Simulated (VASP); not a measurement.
Runs of VASP 6.6.1 on AlN. It takes space group Fm-3m (No. 225, cubic). The conventional cell has a = 4.069 Å, b = 4.069 Å, c = 4.069 Å, α = 90.00°, β = 90.00°, γ = 90.00°. Al (site symmetry m-3m) has 6 N at 2.03 Å as nearest neighbours. N (site symmetry m-3m) is surrounded by 6 Al at 2.03 Å. Measurements of this composition are mostly on another form, of space group No. 186.

| task | level | potentials or basis | cell | k mesh | cutoff (eV) | mesh quality | gap on the mesh (eV) | pressure (GPa) | relaxed volume (Å³/atom) |
| --- | --- | --- | --- | --- | --- | --- | --- | --- | --- |
| single point | PBEsol | VASP PAW PBE potentials, release 64 (Al, N) | as given | 10 × 10 × 10 | 520 | not flagged | 4.37 | (a) | - |
| relaxation of cell and atoms | LDA | VASP PAW LDA potentials, release 64 (Al, N) | relaxed | 10 × 10 × 10 | 600 | not flagged | 4.67 | -0.1 | 8.08 |
| relaxation of cell and atoms | PBEsol | VASP PAW PBE potentials, release 64 (Al, N) | relaxed | 4 × 4 × 4 | 600 | coarse | 4.49 | 0.0 | 8.27 |
| relaxation of cell and atoms | PBEsol | VASP PAW PBE potentials, release 64 (Al, N_s) | relaxed | 10 × 10 × 10 | 480 | not flagged | 4.56 | 0.0 | 8.27 |
| relaxation of cell and atoms | PBEsol | VASP PAW PBE potentials, release 64 (Al, N) | relaxed | 10 × 10 × 10 | 600 | not flagged | 4.55 | 0.0 | 8.27 |
| relaxation of cell and atoms | RPBE | VASP PAW PBE potentials, release 64 (Al, N) | relaxed | 10 × 10 × 10 | 600 | not flagged | (b) | 0.0 | 8.56 |
| relaxation of cell and atoms | PBEsol | VASP PAW PBE potentials, release 64 (Al, N) | relaxed | 10 × 10 × 10 | 580 | not flagged | 4.55 | 0.0 | 8.27 |

Alike in all rows: no spin polarisation; smearing gaussian 0.02 eV.

Problem. Fill in the values left out.

Solution. (a) -4.6; (b) 4.38.

Caveats: some runs use coarse meshes; the PAW data sets were made with another functional, which shifts forces and pressure a little (some runs).

A k mesh can miss the band edges.

Runs at the PBE level aren't shown here.
